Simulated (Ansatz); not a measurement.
ZnSe, NiAs type was relaxed with 5 functionals in the PAW code Ansatz, cell and atoms free, the symmetry of the start kept (meshes: PBE 12×12×4, r2SCAN 12×12×4, PBEsol 12×12×4, LDA 12×12×4, HSE06 6×6×4). Spin-unpolarised throughout. Whether this structure exists isn't addressed.

The r2SCAN result:
```
Zn Se
1.0
     3.77967    0.00000    0.00000
    -1.88983    3.27329    0.00000
     0.00000    0.00000    6.13190
Zn Se
2 2
Direct
  0.00000 0.00000 0.00000
  0.00000 0.00000 0.50000
  0.33333 0.66667 0.25000
  0.66667 0.33333 0.75000
```

Space group P6_3/mmc (No. 194), hexagonal; a = 3.780 Å, c = 6.132 Å in the conventional setting, 18.97 Å³ an atom. Zn has 6 Se at 2.67 Å; Se has 6 Zn at 2.67 Å.

Q: What lattice does PBEsol give?

A: a = 3.744 Å, c = 6.087 Å; the volume differs by -2.6 % from r2SCAN's. Around Zn lie 6 Se at 2.64 Å; around Se lie 6 Zn at 2.64 Å.

Q: How does the cell change with LDA?

A: a = 3.705 Å, c = 6.021 Å; the volume differs by -5.7 % from r2SCAN's. Around Zn lie 6 Se at 2.62 Å; around Se lie 6 Zn at 2.62 Å.

Q: Held at the r2SCAN cell, what mean stress do LDA and PBE find, and does its sign point to their own minimum?

A: Yes. LDA -4.56 GPa, and its relaxed volume is -5.7 % from r2SCAN's; PBE +2.14 GPa, and its relaxed volume is +2.9 % from r2SCAN's. Compression counts positive, so a positive stress asks for a larger cell.

The cell is metallic with PBE, PBEsol, LDA, and these meshes limit the relaxed cells of a metal. A gap that a hybrid shows on its coarser mesh alone may close between the points.

Spin-orbit coupling is left out.
